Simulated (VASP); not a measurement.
# KBr (Fm-3m) in VASP: a series of runs, part 2 of 2

VASP 6.6.1.

## Step 3: Relaxation of cell and atoms, LDA

File INCAR:

```
  ALGO = Fast
  EDIFF = 1E-6
  EDIFFG = -0.005
  ENCUT = 600
  IBRION = 2
  ISIF = 3
  ISMEAR = 0
  LASPH = T
  LCHARG = F
  LREAL = F
  LWAVE = F
  NELM = 100
  NSW = 70
  PREC = Accurate
  SIGMA = 0.02
```

File KPOINTS:

```
k-points
0
Gamma
  6 6 6
```

File POSCAR:

```
KBr
1.0
    0.0000000000      3.3504481918      3.3504481918
    3.3504481918      0.0000000000      3.3504481918
    3.3504481918      3.3504481918      0.0000000000
K Br
1 1
Direct
    0.0000000000      0.0000000000      0.0000000000
    0.5000000000      0.5000000000      0.5000000000
```

Potentials or basis: VASP PAW LDA potentials, release 64 (K_sv, Br).

Launch:

```console
> cat potpaw_LDA.64/K_sv/POTCAR potpaw_LDA.64/Br/POTCAR > POTCAR
> mpirun -np 1 vasp_std > vasp.out
```

OUTCAR:

```text
EDIFF = 1E-6
   EDIFFG = -0.005
   ENCUT = 600
   IBRION = 2
   ISIF = 3
   ISMEAR = 0
   LASPH = T
   LREAL = F
   NELM = 100
   NSW = 70
   PREC = Accurate

 ion  position               nearest neighbor table
   1  0.000  0.000  0.000-
   2  0.500  0.500  0.500-

  LATTYP: Found a face centered cubic cell.
 ALAT       =     6.7008963836

  Lattice vectors:

 A1 = (   0.0000000000,   3.3504481918,   3.3504481918)
 A2 = (   3.3504481918,   0.0000000000,   3.3504481918)
 A3 = (   3.3504481918,   3.3504481918,   0.0000000000)

Analysis of symmetry for initial positions (statically):
=====================================================================
 Subroutine PRICEL returns:
 Original cell was already a primitive cell.

 Routine SETGRP: Setting up the symmetry group for a
 face centered cubic supercell.

 Subroutine GETGRP returns: Found 48 space group operations
 (whereof 48 operations were pure point group operations)
 out of a pool of 48 trial point group operations.

The static configuration has the point symmetry O_h .

Analysis of symmetry for dynamics (positions and initial velocities):
=====================================================================
 Subroutine PRICEL returns:
 Original cell was already a primitive cell.

 Routine SETGRP: Setting up the symmetry group for a
 face centered cubic supercell.

 Subroutine GETGRP returns: Found 48 space group operations
 (whereof 48 operations were pure point group operations)
 out of a pool of 48 trial point group operations.

The dynamic configuration has the point symmetry O_h .

 Subroutine INISYM returns: Found 48 space group operations
 (whereof 48 operations are pure point group operations),
 and found     1 'primitive' translations

----------------------------------------------------------------------------------------

                                     Primitive cell

  volume of cell :      75.2209

  direct lattice vectors                    reciprocal lattice vectors
     0.000000000  3.350448192  3.350448192    -0.149233766  0.149233766  0.149233766
     3.350448192  0.000000000  3.350448192     0.149233766 -0.149233766  0.149233766
     3.350448192  3.350448192  0.000000000     0.149233766  0.149233766 -0.149233766

  length of vectors
     4.738249273  4.738249273  4.738249273     0.258480464  0.258480464  0.258480464

  position of ions in fractional coordinates (direct lattice)
     0.000000000  0.000000000  0.000000000
     0.500000000  0.500000000  0.500000000

  ion indices of the primitive-cell ions
   primitive index   ion index
                 1           1
                 2           2

----------------------------------------------------------------------------------------

 KPOINTS: k-points

Automatic generation of k-mesh.
 Grid dimensions read from file:
 generate k-points for:    6    6    6

 Generating k-lattice:

  Cartesian coordinates                     Fractional coordinates (reciprocal lattice)
    -0.024872294  0.024872294  0.024872294     0.166666667  0.000000000  0.000000000
     0.024872294 -0.024872294  0.024872294     0.000000000  0.166666667  0.000000000
     0.024872294  0.024872294 -0.024872294     0.000000000  0.000000000  0.166666667

  Length of vectors
     0.043080077  0.043080077  0.043080077

  Shift w.r.t. Gamma in fractional coordinates (k-lattice)
     0.000000000  0.000000000  0.000000000

 Subroutine IBZKPT returns following result:
 ===========================================

 Found     16 irreducible k-points:

 Following reciprocal coordinates:
            Coordinates               Weight
  0.000000  0.000000  0.000000      1.000000
  0.166667  0.000000  0.000000      8.000000
  0.333333  0.000000  0.000000      8.000000
  0.500000  0.000000  0.000000      4.000000
  0.166667  0.166667  0.000000      6.000000
  0.333333  0.166667  0.000000     24.000000
[... 8 lines left out ...]
 -0.333333  0.333333  0.166667     24.000000
 -0.333333  0.500000  0.166667     12.000000
   k-points           NKPTS =     16   k-points in BZ     NKDIM =     16   number of bands    NBANDS=     12
   number of dos      NEDOS =    301   number of ions     NIONS =      2
   total plane-waves  NPLWV =  64000
   dimension x,y,z NGX =    40 NGY =   40 NGZ =   40
   dimension x,y,z NGXF=    80 NGYF=   80 NGZF=   80
   ions per type =               1   1
   NGX,Y,Z   is equivalent  to a cutoff of  14.03, 14.03, 14.03 a.u.
   NGXF,Y,Z  is equivalent  to a cutoff of  28.07, 28.07, 28.07 a.u.
 SYSTEM =  unknown system
   PREC   = accura    normal or accurate (medium, high low for compatibility)
   ISTART =      0    job   : 0-new  1-cont  2-samecut
   ICHARG =      2    charge: 1-file 2-atom 10-const
   ISPIN  =      1    spin polarized calculation?
   LNONCOLLINEAR =      F non collinear calculations
   LSORBIT =      F    spin-orbit coupling
   LASPH  =      T    aspherical Exc in radial PAW
   ENCUT  =  600.0 eV  44.10 Ry    6.64 a.u.   9.46  9.46  9.46*2*pi/ulx,y,z
   NELM   =    100;   NELMIN=  2; NELMDL= -5     # of ELM steps
   EDIFF  = 0.1E-05   stopping-criterion for ELM
   LREAL  =      F    real-space projection
   EDIFFG = -.5E-02   stopping-criterion for IOM
   NSW    =     70    number of steps for IOM
   IBRION =      2    ionic relax: 0-MD 1-quasi-New 2-CG
   NFREE  =      1    steps in history (QN), initial steepest desc. (CG)
   ISIF   =      3    stress and relaxation
   ISYM   =      2    0-nonsym 1-usesym 2-fastsym
   POTIM  = 0.5000    time-step for ionic-motion
   TEBEG  =    0.0;   TEEND  =   0.0 temperature during run
   PSTRESS=    0.0 pullay stress
   NELECT =      16.0000    total number of electrons
   NUPDOWN=      -1.0000    fix difference up-down
   EMIN   =  10.00;   EMAX   =-10.00  energy-range for DOS
   EFERMI =   0.00;   METHOD = LEGACY
   ISMEAR =     0;   SIGMA  =   0.02  broadening in eV -4-tet -1-fermi 0-gaus
   EFERMI_NEDOS =   21; number of points for ismear=-14 and -15
   IALGO  =     68    algorithm
   IMIX   =      4    mixing-type and parameters
     AMIX     =   0.40;   BMIX     =  1.00
     AMIX_MAG =   1.60;   BMIX_MAG =  1.00
  volume/ion in A,a.u.               =      37.61       253.81
  Fermi-wavevector in a.u.,A,eV,Ry     =   0.977242  1.846719 12.993578  0.955001
  Thomas-Fermi vector in A             =   2.107924
   LORBIT       =      0    0 simple, 1 ext, 2 COOP (PROOUT), +10 PAW based schemes
   GGA     = CA    functional components
   LHFCALC =     F    Hartree Fock is set to
   AEXX    =    0.0000 exact exchange contribution
   IVDW    =     0    specifies the selected vdW correction
   LEPSILON=     F    determine dielectric tensor
   LRPA    =     F    only Hartree local field effects (RPA)
 conjugate gradient relaxation of ions
 non-spin polarized calculation
 RMM-DIIS sequential band-by-band and
 Gauss-broadening in eV      SIGMA  =   0.02
  energy-cutoff  :      600.00
  volume of cell :       75.22
 maximum number of plane-waves:      2565
 NGX is ok and might be reduce to    40
   NGX = 19   NGY = 19   NGZ = 19

--------------------------------------- Ionic step        1  -------------------------------------------

 number of electron      15.9999999 magnetization

 Free energy of the ion-electron system (eV)
  ---------------------------------------------------
  ext. energy  EPLUGINS =         0.00000000
  ---------------------------------------------------
  free energy    TOTEN  =        -6.75932824 eV

  energy without entropy =       -6.75932824  energy(sigma->0) =       -6.75932824

------------------------ aborting loop because EDIFF is reached ----------------------------------------

  FORCE on cell =-STRESS in cart. coord.  units (eV):
  Direction    XX          YY          ZZ          XY          YZ          ZX
  --------------------------------------------------------------------------------------
  -------------------------------------------------------------------------------------
  Total       -0.9578244     -0.9578244     -0.9578244      0.0000000      0.0000000      0.0000000
  in kB      -20.4012959    -20.4012959    -20.4012959      0.0000000      0.0000000      0.0000000
  external PRESSURE =     -20.4012959 kB  Pullay stress =       0.0000000 kB
[... 129 lines left out ...]
  energy  without entropy=       -6.8350941951  energy(sigma->0) =       -6.83509420

--------------------------------------- Ionic step        5  -------------------------------------------

 number of electron      15.9999999 magnetization

 Free energy of the ion-electron system (eV)
  ---------------------------------------------------
  ext. energy  EPLUGINS =         0.00000000
  ---------------------------------------------------
  free energy    TOTEN  =        -6.83509650 eV

  energy without entropy =       -6.83509650  energy(sigma->0) =       -6.83509650

 E-fermi :  -1.3479     XC(G=0):  -8.2893

 val. band max:       -1.4770899952   @ k =   0.0000   0.0000   0.0000
 cond. band min:       2.8331720683   @ k =   0.0000   0.0000   0.0000
 fundamental gap:      4.3102620635
 Fermi energy:        -1.3479104934

 k-point     1 :       0.0000    0.0000    0.0000
  band No.  band energies     occupation
      1     -28.6975      2.00000
      2     -13.9355      2.00000
      3     -12.4224      2.00000
      4     -12.4224      2.00000
      5     -12.4224      2.00000
      6      -1.4771      2.00000
      7      -1.4771      2.00000
      8      -1.4771      2.00000
      9       2.8332      0.00000
     10       5.8642      0.00000
     11       5.8642      0.00000
     12       5.8642      0.00000
[... 252 lines left out ...]
  FREE ENERGIE OF THE ION-ELECTRON SYSTEM (eV)
  ---------------------------------------------------
  free  energy   TOTEN  =        -6.8350964959 eV

  energy  without entropy=       -6.8350964959  energy(sigma->0) =       -6.83509650

 reached required accuracy - stopping structural energy minimisation
```

OSZICAR:

```text
N       E                     dE             d eps       ncg     rms          rms(c)
DAV:   1     0.112639835787E+03    0.11264E+03   -0.74054E+03   384   0.129E+03
DAV:   2     0.195525114878E+01   -0.11068E+03   -0.10125E+03   448   0.292E+02
DAV:   3    -0.660368629660E+01   -0.85589E+01   -0.85087E+01   480   0.710E+01
[... 66 lines left out ...]
RMM:   2    -0.683524130526E+01    0.77807E-03   -0.14783E-03   384   0.381E-01    0.826E-02
RMM:   3    -0.683509533461E+01    0.14597E-03   -0.70376E-04   384   0.204E-01    0.465E-02
RMM:   4    -0.683509437584E+01    0.95877E-06   -0.68903E-05   424   0.855E-02    0.227E-02
RMM:   5    -0.683509566110E+01   -0.12853E-05   -0.21838E-05   428   0.371E-02    0.102E-02
RMM:   6    -0.683509649592E+01   -0.83482E-06   -0.63964E-06   340   0.199E-02
   5 F= -.68350965E+01 E0= -.68350965E+01  d E =-.757683E-01
```

CONTCAR:

```text
KBr
   1.00000000000000
     0.0000000000000000    3.1928122618712123    3.1928122618712123
     3.1928122618712123    0.0000000000000000    3.1928122618712123
     3.1928122618712123    3.1928122618712123    0.0000000000000000
  K               Br
     1     1
Direct
     0.0000000000000000    0.0000000000000000    0.0000000000000000
     0.5000000000000000    0.5000000000000000    0.5000000000000000

  0.00000000E+00  0.00000000E+00  0.00000000E+00
  0.00000000E+00  0.00000000E+00  0.00000000E+00
```

It took 1.8 min on 1 thread of Intel Xeon Platinum 8259CL at 2.50GHz (Skylake/Cascade Lake), shared host; peak memory 0.2 GiB.

What came out:

| Item | Value |
| --- | --- |
| Free energy | -6.8351 eV |
| Relaxed volume | 32.55 Å³/atom |
| Relaxed cell | a = 4.515 Å, b = 4.515 Å, c = 4.515 Å, α = 60.00°, β = 60.00°, γ = 60.00° |
| Space group after relaxing (to 0.05 Å) | Fm-3m (No. 225) |
| Energy gained by relaxing | 37.9 meV/atom |
| Ionic steps | 5 |
| Pressure after relaxing | 0.0 GPa |
| Band gap on the k mesh | 4.31 eV, direct |

The path:
| step | energy change (eV) | largest force (eV/Å) | pressure (GPa) | volume (Å³) |
| --- | --- | --- | --- | --- |
| 1 | 0.0000 | 0.0000 | -2.04 | 75.22 |
| 2 | -0.0538 | 0.0000 | -1.27 | 70.13 |
| 3 | -0.0751 | 0.0000 | -0.25 | 65.84 |
| 4 | -0.0758 | 0.0000 | 0.03 | 64.90 |
| 5 | -0.0758 | 0.0000 | -0.02 | 65.10 |

Final structure:
```xyz
2
Lattice="0.0000 3.1928 3.1928 3.1928 0.0000 3.1928 3.1928 3.1928 0.0000" Properties=species:S:1:pos:R:3 pbc="T T T"
K     0.0000    0.0000    0.0000
Br    3.1928    3.1928    3.1928
```

As with any semilocal functional, this LDA gap is likely too small. LDA usually gives volumes a few per cent too small.
